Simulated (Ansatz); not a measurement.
# ScAl₂: how the energy converges with the cutoff

ScAl₂, P1, a = 5.287 Å, b = 5.322 Å, c = 5.314 Å, α, β, γ = 60.7°, 61.0°, 60.8°. Ansatz: PBEsol, PAW, cutoff varied, Γ-centred 6×6×6 mesh on 6 atoms, Gaussian smearing 0.10 eV; no spin polarisation. Single points at one geometry with displaced atoms, the cutoff alone changed; ΔE is the energy at zero smearing over the run at 600 eV. The runs up to 350 eV lie under the cutoff recommended for these PAW datasets.

```
cutoff (eV)  ΔE (meV/atom)
        200        1021.73
        250         193.08
        300          35.62
        350           5.88
        420              ?
```

Assume ΔE falls exponentially with the cutoff, fit y = ln ΔE against x, the cutoff in eV, to the other rows, and predict the missing value.

y = 6.929, 5.263, 3.573, 1.772. Means x = 275.0, y = 4.3842; Σ(Δx)² = 12500, ΣΔxΔy = -429.0; the slope is their ratio. y = 13.82 − 0.03432 x, a factor of ten per 67 eV. At 420 eV this gives ΔE = 0.55 meV/atom. The run gave 0.47, a ratio of 1.17. The decay is steady over these rows.

Cost: 6 runs of about 4.1 core-minutes in all, on Intel Xeon Processor @ 2.50GHz (Skylake/Cascade Lake) (shared hosts).